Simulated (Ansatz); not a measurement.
# ScAl: LAPW beside PAW

Does the method matter for ScAl? The same cell, functional and mesh are run with full-potential LAPW, PAW with frozen cores and datasets made for this crystal.

Program: Ansatz 0.2.0. Level of theory: DFT LDA, scalar-relativistic. These are calculated values, not measurements.

### 1 The structure to begin with

It takes space group Pm-3m (No. 221, cubic). The conventional cell has a = 3.370 Å, b = 3.370 Å, c = 3.370 Å, α = 90.00°, β = 90.00°, γ = 90.00°. Around Sc (site symmetry m-3m) lie 8 Al at 2.92 Å. Around Al (site symmetry m-3m) lie 8 Sc at 2.92 Å.

Coordinates:

```
Sc Al
1.0
     3.37035    0.00000    0.00000
     0.00000    3.37035    0.00000
     0.00000    0.00000    3.37035
Sc Al
1 1
Direct
  0.50000 0.50000 0.50000
  0.00000 0.00000 0.00000
```

The cell is one relaxed in the Materials Project, used as it stands.

Atoms are numbered in the order of the input: Sc1, Al2.

### 2 Full-potential LAPW

input.yaml

```yaml
crystal:
  lattice:
    - [3.37034897, 0.0, 0.0]
    - [0.0, 3.37034897, 0.0]
    - [0.0, 0.0, 3.37034897]
  atoms:
    - { symbol: Sc, position: [0.5, 0.5, 0.5] }
    - { symbol: Al, position: [0.0, 0.0, 0.0] }
kpoints:
  mp_grid: { grid: [10, 10, 10] }
  band_path:
    path:
      - [0.0, 0.0, 0.0]
      - [0.0, 0.5, 0.0]
      - [0.5, 0.5, 0.0]
      - [0.0, 0.0, 0.0]
      - [0.5, 0.5, 0.5]
      - [0.0, 0.5, 0.0]
      - [0.5, 0.5, 0.5]
      - [0.5, 0.5, 0.0]
    npoints: 8
scf:
  occupations: { method: fermi_dirac, width: 0.05 }
hamiltonian:
  xc: lda
  pseudopotentials: { kind: all_electron, lapw: { basis_error: 0.00025 } }
output:
  forces: true
  stress: true
  eigenvalues: true
  populations: true
  dos: { projected: true, de: 0.2, e_range: [-14, 8] }
```

### 3 PAW with frozen cores

input.yaml, as its differences from that of step 2:

```diff
@@ -25,3 +25,3 @@
   xc: lda
-  pseudopotentials: { kind: all_electron, lapw: { basis_error: 0.00025 } }
+  pseudopotentials: { kind: paw }
 output:
@@ -30,3 +30,5 @@
   eigenvalues: true
+  efg: { contact_densities: true }
   populations: true
+  bader: true
   dos: { projected: true, de: 0.2, e_range: [-14, 8] }
```

### 4 Datasets made for this crystal

input.yaml, as its differences from that of step 3:

```diff
@@ -25,3 +25,3 @@
   xc: lda
-  pseudopotentials: { kind: paw }
+  pseudopotentials: { kind: all_electron, datasets: crystal }
 output:
@@ -31,4 +31 @@
   efg: { contact_densities: true }
-  populations: true
-  bader: true
-  dos: { projected: true, de: 0.2, e_range: [-14, 8] }
```

(Steps that only read results are left out.)

**Question.** What will these runs give? Wanted: pressure; gap; Bader charges.

The runs gave:

| quantity | value |
| --- | --- |
| pressure | LAPW -4.40, PAW -4.41, crystal datasets -4.40 GPa |
| gap (LAPW) | none |
| Bader charges (PAW) | Sc1 +1.03, Al2 -1.03 e |

**Reading.** The pressure of -4.4 GPa pushes the cell to shrink, with the atoms held in place. There is no gap at this level; the crystal is a metal here. Sc 3d carries the largest share, 77 %, of the projected states within 0.3 eV of the Fermi level. The projection holds only the free atom's occupied shells (Sc 4s, Sc 3d, Al 3s, Al 3p in this range). In pressure, PAW differs from LAPW by less than 0.01 GPa.
